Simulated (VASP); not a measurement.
# Al16N15 (a cell with a defect) in VASP: notebook

Aim: see how the results for Al16N15 (a cell with a defect) move with the level of theory and the settings. Levels: LDA, PBEsol. Tasks: single point.

Program: VASP 6.6.1. These are calculated values, not measurements. Logs are shortened: lines on timing, memory, paths and dates and some standing lists are left out, and cuts for length are marked.

## 1. Starting point

The cell holds a defect, 31 atoms: a = 6.220 Å, b = 6.220 Å, c = 9.960 Å, α = 90.00°, β = 90.00°, γ = 120.00°.

## 2. Single point, LDA, collinear spin, ferromagnetic start

Contents of INCAR:

```
SYSTEM = Al16N15
PREC     = Accurate       ! precision mode
ENCUT    = 450            ! plane-wave cutoff, eV
EDIFF    = 1E-5           ! SCF threshold, eV
ISMEAR   = 0              ! smearing method
SIGMA    = 0.03           ! smearing width, eV
LREAL    = Auto         
LASPH    = .True.         ! aspherical terms in the spheres
NELM     = 120            ! most SCF steps
ALGO     = Normal         ! electronic algorithm
ISIF     = 2              ! what is computed and relaxed
LWAVE    = .False.        ! write WAVECAR
LCHARG   = .False.        ! write CHGCAR
ISPIN    = 2              ! spin polarisation
MAGMOM   = 0.5 0 0 0 0 0 0 0 0.5 0 0.5 0 0.5 0 0 0 0 0 0 0 0 0 0 0 0 0 0 0 0 0 0 ! initial moments
LORBIT   = 11             ! projections on sites
NUPDOWN  = 2              ! fixed moment
NELECT   = 122.0        
ISYM     = 0            
KPAR     = 4
```

Contents of KPOINTS:

```
Automatic mesh
0
Gamma
  3 3 2
  0 0 0
```

Contents of POSCAR:

```
Al16N15                                 
1.0
    6.2200008610      0.0000000000      0.0000000000
   -3.1100004305      5.3866787572      0.0000000000
    0.0000000000      0.0000000000      9.9600000000
  Al              N             
    16    15
Direct
     0.3327669280401301    0.1658860962109195    0.9804460127576140
     0.3325570308876734    0.1676327042835165    0.5018612580547341
     0.3349887854449865    0.6681570851403443    0.0004323427928380
     0.3348297044341156    0.6689412218953612    0.5012864046525874
     0.8318541224297509    0.1650045963006421    0.0006135509316190
     0.8315435379137784    0.1653592269758654    0.5013665953000853
     0.8313908408278848    0.6680789200897252    0.0001560715386786
     0.8312342337883656    0.6688445440948292    0.5012778661419356
     0.1600864637069664    0.3408630478631528    0.2532391800838067
     0.1651290497275853    0.3351179109318387    0.7486667767710568
     0.1588906244110944    0.8224217107184898    0.2525661636197313
     0.1647313848807677    0.8312450390475609    0.7483058265157558
     0.6781946528836506    0.3419821252195586    0.2530057950888471
     0.6684251887231788    0.3348275430673684    0.7484629347339732
     0.6655672321498014    0.8345229906497582    0.2520838634805276
     0.6660850804967177    0.8338422569392857    0.7504863440831788
     0.3326580368002692    0.1671097005616106    0.6935495686680430
     0.3332122215100876    0.6687214010929062    0.1907816737776797
     0.3330483078286187    0.6673275581906066    0.6913690561457237
     0.8318184946853940    0.1672681399295990    0.1909578158550617
     0.8327041547325678    0.1669481752159172    0.6915231422682002
     0.8317722857236572    0.6688986820386439    0.1904247150496647
     0.8323830511697097    0.6671884196245969    0.6913163121427105
     0.1663856163980750    0.3340275184623704    0.4416149076147303
     0.1655791985812975    0.3344813283704393    0.9422883537780410
     0.1662695478942265    0.8353563228674635    0.4411747033526858
     0.1646321554916564    0.8307537613674900    0.9412305120546919
     0.6649675123199921    0.3338234772364013    0.4415818672856974
     0.6682158190025697    0.3346068619960963    0.9416924620632647
     0.6658702305024934    0.8344252668791436    0.4416625099432177
     0.6661275066129133    0.8339263667385010    0.9414894134536188
```

Potentials or basis: VASP PAW LDA potentials, release 64 (Al, N).

On the command line:

```
$ cat potpaw_LDA.64/Al/POTCAR potpaw_LDA.64/N/POTCAR > POTCAR
$ mpirun -np 4 vasp_std > vasp.out
```

OUTCAR:

```text
SYSTEM = Al16N15
   PREC = Accurate
   ENCUT = 450
   EDIFF = 1E-5
   ISMEAR = 0
   LREAL = Auto
   LASPH = .True.
   NELM = 120
   ISIF = 2
   ISPIN = 2
   LORBIT = 11
   NUPDOWN = 2
   NELECT = 122.0
   ISYM = 0

 ion  position               nearest neighbor table
   1  0.333  0.166  0.980-  27 1.85  29 1.85  25 1.85  12 2.93  14 2.93  10 2.94   3 3.11   5 3.11
                             7 3.11   7 3.12   5 3.12   3 3.12  11 3.28  13 3.29   9 3.30
   2  0.333  0.168  0.502-  28 1.89  26 1.89  24 1.89  17 1.91  10 3.05  14 3.05  12 3.05   9 3.10
                            13 3.10  11 3.10   4 3.11   6 3.11   8 3.11   8 3.11   6 3.11   4 3.11
   3  0.335  0.668  0.000-  31 1.88  27 1.89  25 1.89  18 1.90  16 3.06   9 3.07  15 3.07  11 3.08
                            10 3.08  12 3.09   7 3.09   5 3.09   1 3.11   1 3.12   5 3.13   7 3.13
   4  0.335  0.669  0.501-  30 1.88  19 1.89  24 1.90  26 1.90   9 3.04  12 3.04  11 3.05  10 3.05
                            15 3.06  16 3.06   8 3.09   6 3.09   2 3.11   2 3.11   6 3.13   8 3.13
   5  0.832  0.165  0.001-  31 1.88  29 1.89  25 1.89  20 1.90  16 3.06  15 3.07   9 3.08  13 3.08
                            10 3.09  14 3.09   7 3.09   3 3.09   1 3.11   1 3.12   3 3.13   7 3.13
   6  0.832  0.165  0.501-  30 1.88  21 1.89  24 1.90  28 1.90   9 3.04  14 3.04  13 3.05  10 3.05
                            15 3.06  16 3.06   8 3.09   4 3.09   2 3.11   2 3.11   4 3.13   8 3.13
   7  0.831  0.668  0.000-  31 1.88  29 1.89  27 1.89  22 1.90  16 3.06  13 3.07  11 3.07  15 3.08
                            14 3.08  12 3.08   3 3.09   5 3.09   1 3.11   1 3.12   5 3.13   3 3.13
   8  0.831  0.669  0.501-  30 1.88  23 1.89  28 1.90  26 1.90  13 3.04  11 3.04  12 3.05  14 3.05
                            16 3.05  15 3.06   6 3.09   4 3.09   2 3.11   2 3.11   4 3.13   6 3.13
   9  0.160  0.341  0.253-  18 1.87  20 1.87  24 1.88  11 3.00  13 3.00   4 3.04   6 3.04   3 3.07
[... 16 lines left out ...]
  18  0.333  0.669  0.191-  11 1.87   9 1.87  15 1.89   3 1.90
  19  0.333  0.667  0.691-  12 1.88  10 1.88  16 1.89   4 1.89
  20  0.832  0.167  0.191-  13 1.87   9 1.87  15 1.89   5 1.90
  21  0.833  0.167  0.692-  14 1.88  10 1.88  16 1.89   6 1.89
  22  0.832  0.669  0.190-  11 1.87  13 1.87  15 1.89   7 1.90
  23  0.832  0.667  0.691-  12 1.88  14 1.88  16 1.89   8 1.89
  24  0.166  0.334  0.442-   9 1.88   2 1.89   6 1.90   4 1.90
  25  0.166  0.334  0.942-   1 1.85   3 1.89   5 1.89  10 1.93
  26  0.166  0.835  0.441-  11 1.88   2 1.89   4 1.90   8 1.90
  27  0.165  0.831  0.941-   1 1.85   3 1.89   7 1.89  12 1.92
  28  0.665  0.334  0.442-  13 1.88   2 1.89   8 1.90   6 1.90
  29  0.668  0.335  0.942-   1 1.85   7 1.89   5 1.89  14 1.92
  30  0.666  0.834  0.442-   8 1.88   6 1.88   4 1.88  15 1.89
  31  0.666  0.834  0.941-   7 1.88   3 1.88   5 1.88  16 1.90

IMPORTANT INFORMATION: All symmetrisations will be switched off!
NOSYMM: (Re-)initialisation of all symmetry stuff for point group C_1.

----------------------------------------------------------------------------------------

                                     Primitive cell

  volume of cell :     333.7113

  direct lattice vectors                    reciprocal lattice vectors
     6.220000861  0.000000000  0.000000000     0.160771682  0.092821574  0.000000000
    -3.110000430  5.386678757  0.000000000     0.000000000  0.185643148  0.000000000
     0.000000000  0.000000000  9.960000000     0.000000000  0.000000000  0.100401606

  length of vectors
     6.220000861  6.220000861  9.960000000     0.185643148  0.185643148  0.100401606

  position of ions in fractional coordinates (direct lattice)
     0.332766928  0.165886096  0.980446013
     0.332557031  0.167632704  0.501861258
     0.334988785  0.668157085  0.000432343
     0.334829704  0.668941222  0.501286405
     0.831854122  0.165004596  0.000613551
     0.831543538  0.165359227  0.501366595
[... 23 lines left out ...]
     0.665870231  0.834425267  0.441662510
     0.666127507  0.833926367  0.941489413

  ion indices of the primitive-cell ions
   primitive index   ion index
                 1           1
                 2           2
                 3           3
                 4           4
                 5           5
                 6           6
[... 23 lines left out ...]
                30          30
                31          31

----------------------------------------------------------------------------------------

 KPOINTS: Automatic mesh

Automatic generation of k-mesh.
 Grid dimensions read from file:
 generate k-points for:    3    3    2

 Generating k-lattice:

  Cartesian coordinates                     Fractional coordinates (reciprocal lattice)
     0.053590561  0.030940525  0.000000000     0.333333333 -0.000000000  0.000000000
     0.000000000  0.061881049  0.000000000     0.000000000  0.333333333  0.000000000
     0.000000000  0.000000000  0.050200803     0.000000000  0.000000000  0.500000000
[... 42 lines left out ...]
   EDIFF  = 0.1E-04   stopping-criterion for ELM
   LREAL  =      T    real-space projection
   EDIFFG = 0.1E-03   stopping-criterion for IOM
   NSW    =      0    number of steps for IOM
   IBRION =     -1    ionic relax: 0-MD 1-quasi-New 2-CG
   NFREE  =      0    steps in history (QN), initial steepest desc. (CG)
   ISIF   =      2    stress and relaxation
   ISYM   =      0    0-nonsym 1-usesym 2-fastsym
   POTIM  = 0.5000    time-step for ionic-motion
   TEBEG  =    0.0;   TEEND  =   0.0 temperature during run
   PSTRESS=    0.0 pullay stress
   NELECT =     122.0000    total number of electrons
   NUPDOWN=       2.0000    fix difference up-down
   EMIN   =  10.00;   EMAX   =-10.00  energy-range for DOS
   EFERMI =   0.00;   METHOD = LEGACY
   ISMEAR =     0;   SIGMA  =   0.03  broadening in eV -4-tet -1-fermi 0-gaus
   EFERMI_NEDOS =   21; number of points for ismear=-14 and -15
   IALGO  =     38    algorithm
   IMIX   =      4    mixing-type and parameters
     AMIX     =   0.40;   BMIX     =  1.00
     AMIX_MAG =   1.60;   BMIX_MAG =  1.00
  volume/ion in A,a.u.               =      10.76        72.64
  Fermi-wavevector in a.u.,A,eV,Ry     =   1.170589  2.212093 18.643777  1.370279
  Thomas-Fermi vector in A             =   2.307045
   LORBIT       =     11    0 simple, 1 ext, 2 COOP (PROOUT), +10 PAW based schemes
   GGA     = CA    functional components
   LHFCALC =     F    Hartree Fock is set to
   AEXX    =    0.0000 exact exchange contribution
   IVDW    =     0    specifies the selected vdW correction
   LEPSILON=     F    determine dielectric tensor
   LRPA    =     F    only Hartree local field effects (RPA)
 spin polarized calculation
 Gauss-broadening in eV      SIGMA  =   0.03
  energy-cutoff  :      450.00
  volume of cell :      333.71
 maximum number of plane-waves:      7283
 NGX is ok and might be reduce to    48
   NGX = 21   NGY = 21   NGZ = 35

 number of electron     122.0000004 magnetization       2.0000000

 Free energy of the ion-electron system (eV)
  ---------------------------------------------------
  ext. energy  EPLUGINS =         0.00000000
  ---------------------------------------------------
  free energy    TOTEN  =      -253.79259139 eV

  energy without entropy =     -253.79106406  energy(sigma->0) =     -253.79182772

 E-fermi :   5.6546     XC(G=0): -11.0877

 val. band max:        9.2538674522   @ k =   0.3333   0.3333   0.5000
 cond. band min:       5.9048817354   @ k =   0.0000   0.0000   0.0000
 fundamental gap:     -3.3489857168
 Fermi energy:         9.2585465125

 spin component 1

 k-point     1 :       0.0000    0.0000    0.0000
  band No.  band energies     occupation
      1      -9.2467      1.00000
      2      -8.4449      1.00000
      3      -8.2985      1.00000
      4      -7.3769      1.00000
      5      -7.3731      1.00000
      6      -7.2204      1.00000
[... 749 lines left out ...]
     72      12.7959      0.00000
     73      12.8664      0.00000
 Fermi energy:         5.6545753283

 spin component 2

 k-point     1 :       0.0000    0.0000    0.0000
  band No.  band energies     occupation
      1      -9.2016      1.00000
      2      -8.4028      1.00000
      3      -8.2410      1.00000
      4      -7.3133      1.00000
      5      -7.3109      1.00000
      6      -7.1786      1.00000
[... 749 lines left out ...]
     72      12.8212      0.00000
     73      12.9548      0.00000
 [bands above 73 left out]

------------------------ aborting loop because EDIFF is reached ----------------------------------------

  FORCE on cell =-STRESS in cart. coord.  units (eV):
  Direction    XX          YY          ZZ          XY          YZ          ZX
  --------------------------------------------------------------------------------------
  -------------------------------------------------------------------------------------
  Total      -14.3529844    -14.0192302    -17.8782862      0.1388855      0.2004100     -0.1101947
  in kB      -68.9099500    -67.3075665    -85.8352365      0.6668015      0.9621859     -0.5290544
  external PRESSURE =     -74.0175843 kB  Pullay stress =       0.0000000 kB

 VOLUME and BASIS-vectors are now :
 -----------------------------------------------------------------------------
  energy-cutoff  :      450.00
  volume of cell :      333.71
      direct lattice vectors                 reciprocal lattice vectors
     6.220000861  0.000000000  0.000000000     0.160771682  0.092821574  0.000000000
    -3.110000430  5.386678757  0.000000000     0.000000000  0.185643148  0.000000000
     0.000000000  0.000000000  9.960000000     0.000000000  0.000000000  0.100401606

 POSITION                                       TOTAL-FORCE (eV/Angst)
 -----------------------------------------------------------------------------------
      1.55390      0.89358      9.76524        -0.003162      0.013942     -0.085567
      1.54717      0.90298      4.99854        -0.005221      0.004735      0.011793
      0.00566      3.59915      0.00431        -0.006709      0.001566     -0.001547
      0.00223      3.60337      4.99281        -0.001180     -0.007721      0.004204
      4.66097      0.88883      0.00611        -0.007766      0.005602     -0.009253
      4.65793      0.89074      4.99361        -0.005387      0.010547      0.012700
[... 23 lines left out ...]
      1.54665      4.49478      4.39896        -0.004785     -0.001820     -0.010327
      1.54980      4.49209      9.37723        -0.006945     -0.000213     -0.007729
 -----------------------------------------------------------------------------------
    total drift:                                0.005171      0.001091     -0.003661

  FREE ENERGIE OF THE ION-ELECTRON SYSTEM (eV)
  ---------------------------------------------------
  free  energy   TOTEN  =      -253.7925913900 eV

  energy  without entropy=     -253.7910640594  energy(sigma->0) =     -253.79182772

 total charge

# of ion       s       p       d       tot
------------------------------------------
    1        0.390   0.425   0.000   0.814
    2        0.369   0.444   0.000   0.813
    3        0.371   0.447   0.000   0.819
    4        0.373   0.446   0.000   0.819
    5        0.371   0.447   0.000   0.818
    6        0.373   0.446   0.000   0.819
[... 23 lines left out ...]
   30        1.215   2.610   0.000   3.825
   31        1.215   2.607   0.000   3.822
--------------------------------------------------
tot         24.331  45.955   0.000  70.287

 magnetization (x)

# of ion       s       p       d       tot
------------------------------------------
    1        0.004   0.019   0.000   0.022
    2        0.001   0.000   0.000   0.001
    3       -0.000   0.000   0.000  -0.000
    4        0.001   0.003   0.000   0.003
    5       -0.000   0.000   0.000  -0.000
    6        0.001   0.003   0.000   0.004
[... 23 lines left out ...]
   30        0.000   0.002   0.000   0.003
   31        0.001   0.002   0.000   0.003
--------------------------------------------------
tot          0.176   0.491   0.000   0.667
```

It took 2.7 min on 4 MPI ranks of AMD EPYC 9R14 (Zen 4), shared host; peak memory 0.46 GiB.

What came out:

```
Free energy                                           : -253.7926 eV
Largest force                                         : 0.123 eV/Å
Net moment                                            : 2.00 μB per cell
Site moments                                          : Al +0.02, +0.00, -0.00, +0.09; N +0.00, +0.04, +0.01, +0.03 μB
Valence electrons inside the program's atomic spheres : Al 0.81, 0.82; N 3.81, 3.82, 3.80, 3.83
```

Forces in eV/Å, atoms in the order of the input:
```
Al  -0.003  0.014 -0.086
Al  -0.005  0.005  0.012
Al  -0.007  0.002 -0.002
Al  -0.001 -0.008  0.004
Al  -0.008  0.006 -0.009
Al  -0.005  0.011  0.013
Al   0.008  0.003  0.000
Al   0.021 -0.009  0.015
Al  -0.101  0.056  0.043
Al  -0.008 -0.011  0.008
Al   0.014 -0.106  0.044
Al  -0.006  0.001 -0.004
Al   0.101  0.029  0.048
Al  -0.010  0.012  0.000
Al  -0.001  0.015  0.019
Al  -0.004  0.007  0.028
N    0.002 -0.002 -0.013
N   -0.011 -0.019 -0.009
N    0.000 -0.004 -0.009
N    0.005  0.025  0.004
N    0.013  0.001 -0.013
N    0.021 -0.020 -0.007
N    0.001  0.004 -0.011
N   -0.002 -0.006  0.009
N    0.010 -0.018 -0.032
N    0.001 -0.003  0.013
N   -0.005  0.018 -0.013
N    0.010  0.006 -0.009
N   -0.017 -0.009 -0.024
N   -0.005 -0.002 -0.010
N   -0.007  0.000 -0.008
```

Caveat: the k mesh is coarse (spacing up to 0.39 Å⁻¹), so the values aren't converged; the cell is charged against a uniform background, so pressure and absolute levels hang on convention; the cutoff is under 1.25 times the usual one of these potentials, so pressure, stress and relaxed cells hold a basis-set (Pulay) error; the total moment is fixed, so each spin has its own Fermi level.

(Part 1 of 2 ends here.)
